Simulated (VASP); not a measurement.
Wanted: the native input for a VASP 6.6.1 run.

```
Task                   : relaxation of cell and atoms
Functional             : LDA
Potentials or basis    : VASP PAW LDA potentials, release 64 (Al)
Cutoff                 : 600 eV
k mesh                 : 18 × 18 × 18
Occupations            : gaussian, width 0.1 eV
Spin                   : no spin polarisation
Further INCAR settings : ALGO = Normal; EDIFF = 1e-07; IBRION = 2; EDIFFG = -0.005; NSW = 90; ISIF = 3
```

The structure of Al lies in POSCAR:

```
Al
1.0
   -1.6070005800      1.6070005800      1.6070005800
    1.6070005800     -1.6070005800      1.6070005800
    1.6070005800      1.6070005800     -1.6070005800
Al
1
Direct
    0.0000000000      0.0000000000      0.0000000000
```

This isn't the form of Al at room conditions, which is fcc.

These files were run (other wordings do the same):

INCAR

```
PREC = Accurate
ENCUT = 600
EDIFF = 1E-7
ISMEAR = 0
SIGMA = 0.1
LREAL = F
LASPH = T
NELM = 100
ALGO = Normal
ISIF = 3
LWAVE = F
LCHARG = F
GGA = CA
IBRION = 2
NSW = 90
EDIFFG = -0.005
```

KPOINTS

```
regular mesh
0
Gamma
  18 18 18
```

Potentials or basis: VASP PAW LDA potentials, release 64 (Al).

Run with:

```bash
$ cat potpaw_LDA.64/Al/POTCAR > POTCAR
$ mpirun -np 1 vasp_std > vasp.out
```

It gave:

The relaxed volume is 16.24 Å³/atom and the relaxed cell is a = 2.763 Å, b = 2.763 Å, c = 2.763 Å, α = 109.47°, β = 109.47°, γ = 109.47°. The space group after relaxing (to 0.05 Å) is Im-3m (No. 229). The energy gained by relaxing is 1.8 meV/atom, the ionic steps are 3 and the pressure after relaxing is 0.0 GPa. The band gap on the k mesh is none (metal or under the smearing width).

It took 12 s on 1 thread of Intel(R) Xeon(R) Platinum 8559C (Emerald Rapids) (shared host), peak memory 0.13 GiB.
